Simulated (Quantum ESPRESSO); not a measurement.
A run of Quantum ESPRESSO 7.5 is set up as follows.

File pw.in:

```
&CONTROL
  calculation = 'scf'
  prefix = 'pwscf'
  outdir = './tmp'
  pseudo_dir = './pseudo'
  tprnfor = .true.
  tstress = .true.
  disk_io = 'nowf'
/
&SYSTEM
  ibrav = 0
  nat = 2
  ntyp = 2
  ecutwfc = 60
  ecutrho = 440
  nbnd = 23
  occupations = 'smearing'
  smearing = 'fd'
  degauss = 0.00367493
/
&ELECTRONS
  conv_thr = 4d-10
  electron_maxstep = 120
  mixing_beta = 0.5
/
ATOMIC_SPECIES
In   114.8180 In.pbe-dn-rrkjus_psl.0.2.2.UPF
Pd   106.4200 Pd_ONCV_PBE-1.0.oncvpsp.upf
CELL_PARAMETERS angstrom
   3.2718847800    0.0000000000    0.0000000000
   0.0000000000    3.2718847800    0.0000000000
   0.0000000000    0.0000000000    3.2718847800
ATOMIC_POSITIONS crystal
In     0.0000000000    0.0000000000    0.0000000000
Pd     0.5000000000    0.5000000000    0.5000000000
K_POINTS automatic
8 8 8 0 0 0
```

Potentials or basis: SSSP 1.3 efficiency PBE.

Command:

```console
$ OMP_NUM_THREADS=1 pw.x -in pw.in > pw.out
```

Task: Predict the pressure.

Result: 3.5 GPa.

Task: What does it give for the band gap on the k mesh?

Result: None (metal or under the smearing width).
